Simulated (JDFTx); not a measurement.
## MgS (Niningerite): equation of state with PBEsol

The system is MgS (Niningerite).

```xyz
2
Lattice="0.0000 2.6016 2.6016 2.6016 0.0000 2.6016 2.6016 2.6016 0.0000" Properties=species:S:1:pos:R:3 pbc="T T T"
S     2.6016    2.6016    2.6016
Mg    0.0000    0.0000    0.0000
```

| Item | Value |
| --- | --- |
| Program | JDFTx 1.7.0 (patched build) |
| Task | equation of state |
| Functional | PBEsol |
| Potentials or basis | PseudoDojo-SR-PBEsol-0.4.1-standard with smoothed tails |
| Cutoff | 1143 eV |
| Density cutoff | 9143 eV |
| k mesh | 9 × 9 × 9 |
| Occupations | fermi-dirac, width 0.05 eV |
| Spin | no spin polarisation |

```json
{
  "Equilibrium volume": "17.41 Å³/atom",
  "Bulk modulus": "78 GPa",
  "Pressure derivative of the bulk modulus": "4.1"
}
```

Energy against volume, from the lowest point:
```
volume (Å³/atom)  energy (meV/atom)
          16.553              10.83
          16.905               3.40
          17.257               0.00
          17.609               0.23
          17.962               3.74
          18.314              10.21
          18.666              19.34
```
